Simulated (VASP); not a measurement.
The system is Al2O3 (Corundum).

```
Al O
1.0
     2.38025    1.37424    4.33187
    -2.38025    1.37424    4.33187
     0.00000   -2.74848    4.33187
Al O
4 6
Cartesian
  0.0000 0.0000 11.0743
  0.0000 0.0000 8.4191
  0.0000 0.0000 1.9213
  0.0000 0.0000 4.5765
  -1.6503 -0.1099 5.4148
  0.7300 1.4841 5.4148
  0.9203 -1.3742 5.4148
  1.6503 0.1099 7.5808
  -0.7300 -1.4841 7.5808
  -0.9203 1.3742 7.5808
```

* Program: VASP 6.6.1
* Task: relaxation of cell and atoms
* Functional: PBE
* Potentials or basis: VASP PAW PBE potentials, release 54 (Al, O)
* Cutoff: 600 eV
* k mesh: 7 × 7 × 7
* Occupations: fermi-dirac, width 0.05 eV
* Spin: no spin polarisation

At the start: pressure 6.9 GPa; volume 8.50 Å³/atom.

Q: How do energy, volume and symmetry change on relaxing?

A: Over 5 steps the energy falls by 5.1 meV/atom and the volume is 8.74 Å³/atom (+2.8 %); space group R-3c (No. 167, to 0.05 Å).

Step by step:
| step | energy change (eV) | largest force (eV/Å) | pressure (GPa) | volume (Å³) |
| --- | --- | --- | --- | --- |
| 1 | 0.0000 | 0.0276 | 6.85 | 85.02 |
| 2 | -0.0141 | 0.0476 | -5.32 | 89.57 |
| 3 | -0.0505 | 0.0372 | -0.02 | 87.44 |
| 4 | -0.0505 | 0.0370 | 0.11 | 87.39 |
| 5 | -0.0507 | 0.0032 | 0.11 | 87.40 |

Final structure:
```yaml
crystal:
  lattice:
    - [2.40243, 1.38705, 4.37125]
    - [-2.40243, 1.38705, 4.37125]
    - [0.00000, -2.77409, 4.37125]
  atoms:
    - { symbol: Al, position: [0.85214, 0.85214, 0.85214] }
    - { symbol: Al, position: [0.64786, 0.64786, 0.64786] }
    - { symbol: Al, position: [0.14786, 0.14786, 0.14786] }
    - { symbol: Al, position: [0.35214, 0.35214, 0.35214] }
    - { symbol: O, position: [0.05620, 0.75000, 0.44380] }
    - { symbol: O, position: [0.75000, 0.44380, 0.05620] }
    - { symbol: O, position: [0.44380, 0.05620, 0.75000] }
    - { symbol: O, position: [0.94380, 0.25000, 0.55620] }
    - { symbol: O, position: [0.25000, 0.55620, 0.94380] }
    - { symbol: O, position: [0.55620, 0.94380, 0.25000] }
```
